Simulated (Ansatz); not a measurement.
## LiCl (zincblende): gap against strain (epitaxial in the plane normal to [111])

LiCl in the zincblende structure, relaxed with r2SCAN in the plane-wave code Ansatz, then strained (epitaxial in the plane normal to [111]; changes of length per length, axes as in the cell below) with the atoms relaxed again within the symmetry that is left. It is cubic, F-43m (No. 216); a = 5.466 Å in the conventional setting, 20.41 Å³ an atom. Around Li lie 4 Cl at 2.37 Å; around Cl lie 4 Li at 2.37 Å. These are computed values for a spin-unpolarised cell that may be hypothetical; none is a measurement.

```
CELL_PARAMETERS angstrom
0.00000 2.73304 2.73304
2.73304 0.00000 2.73304
2.73304 2.73304 0.00000
ATOMIC_POSITIONS crystal
Li 0.00000 0.00000 0.00000
Cl 0.25000 0.25000 0.25000
```

Gaps are the least over each mesh (PBE 8×8×8, r2SCAN 8×8×8, HSE06 6×6×6 when unstrained) and the special points, which keep their unstrained names; stress is the change from the unstrained cell, compression positive.

```tsv
strain (%)	free normal strain (%)	gap, PBE (eV)	gap, r2SCAN (eV)	gap, HSE06 (eV)	edges, HSE06	in-plane stress, r2SCAN (GPa)	energy rise, r2SCAN (meV/atom)
-3.46	+2.64	6.070	6.738	7.411	Γ	+1.88	8.1
-1.95	+1.56	6.068	6.735	7.407	Γ	+0.98	2.5
0.0	0.00	6.049	6.713	7.385	Γ	0.00	0.0
+4.62	-3.35	5.649	6.289	6.963	Γ	-2.00	12.3
+4.95	-3.58	5.619	6.258	6.931	Γ	-2.13	14.0
```

Between zero and the nearest strains the slope of the HSE06 gap against strain is -0.011 eV per percent for negative and -0.091 for positive strain.

The meshes of the hybrids are coarse, so their gaps aren't converged to the digits shown.
